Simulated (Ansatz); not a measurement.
CdSe (F-43m) from a database structure: a single-point calculation in the PAW code Ansatz (PBE+SOC). Cell and atoms come from a relaxation with r2SCAN.

```yaml
crystal:
  lattice:
    - [0.0, 3.0678017005, 3.0678017005]
    - [3.0678017005, 0.0, 3.0678017005]
    - [3.0678017005, 3.0678017005, 0.0]
  atoms:
    - { symbol: Cd, position: [0.0, 0.0, 0.0] }
    - { symbol: Se, position: [0.75, 0.75, 0.75] }
kpoints:
  mp_grid: { grid: [8, 8, 8] }
  band_path:
    path:
      - [0.0, 0.0, 0.0]
      - [-0.5, -0.5, 0.0]
      - [-0.375, -0.375, 0.25]
      - [-0.375, 0.0, 0.375]
      - [0.0, 0.0, 0.5]
      - [-0.5, -0.25, 0.25]
    npoints: 1
hamiltonian:
  xc: pbe
scf:
  occupations: { method: fermi_dirac, width: 0.02 }
  n_extra_bands: 8
magnetization:
  noncollinear: true
  spin_orbit: true
output:
  forces: true
  stress: true
  eigenvalues: true
```

In the abridged output below, numbers in square brackets stand for lines, or ends of lines, that were taken out.
```
scf.n_extra_bands = 8 over 36 filled bands (N_el = 36.0): the run solves 44 bands
Functional definition: PBE
Crystal: 2 atoms, lattice volume = 57.745 Å³
Basis set: ecut = 420 eV, 1139 PW (Γ)
Symmetry: 24 space group operations + 24 with time reversal
Magnetic group: BNS 216.75 (UNI 1577)
k-points: 29 of 512 (time reversal used)
Projection manifold: j_resolved (fully-relativistic pseudo-atomic orbitals)
NSCF: frozen V_eff on 6 k-points
SCF converged after 7 iterations
Free energy (F): -13727.642669 eV
[1]
--- Stress (GPa, compression-positive) ---
[2]
--- Band table (eV; the first three rows and the last of 29) ---
[3]
```

The rows of the band table are 0: (0, 0, 0) = Γ, 1: (0, 0, 1/8), 2: (0, 0, 1/4), 28: (1/4, -1/2, -1/4) = W.

**Question.** Fill in the blanks. They hold the Fermi energy and the band table, the stress.

**Answer.**
```
[1]
Fermi energy:    7.450317 eV
[2]
        1.373333       0.000000       0.000000
        0.000000       1.373333       0.000000
        0.000000       0.000000       1.373333
  P = ⅓ Tr σ = 1.3733 GPa (13.733 kbar)
[3]
  k-point 0: bands = […, -0.2226, -0.2226, 6.8619, 6.8619, 7.2248, 7.2248, 7.2248, 7.2248, 7.6617, 7.6617, 12.7685, 12.7685, 13.1727, 13.1727, …]
  k-point 1: bands = […, -0.2222, -0.1965, 5.9029, 5.9029, 6.8725, 6.8725, 7.0961, 7.1143, 8.6595, 8.6595, 12.7559, 12.7559, 13.1615, 13.1615, …]
  k-point 2: bands = […, -0.1914, -0.1627, 4.5069, 4.5069, 6.6027, 6.6027, 6.8284, 6.8531, 9.3544, 9.3544, 13.0063, 13.0063, 13.4334, 13.4334, …]
  k-point 28: bands = […, 0.1413, 0.2621, 3.1824, 3.3053, 4.8579, 5.0128, 5.0341, 5.0451, 11.9293, 12.1101, 12.3114, 12.3468, 13.4114, 13.6254, …]
```
The trailing digits, and the zero of the energies, depend on the potentials and thresholds.

PBE+SOC gives a direct gap of 0.44 eV at Γ. Edges are sought over the mesh and the listed points. At this geometry PBE+SOC finds +1.37 GPa, compression counted positive: its own equilibrium volume is larger.

It took 30 s on 1 × NVIDIA H100 80GB HBM3 with 2 threads of AMD EPYC 7R13 Processor (Zen 3), with other jobs on the host, load about 1.8 per core; peak host memory 1.2 GiB.

Calculated for a static, non-magnetic cell.
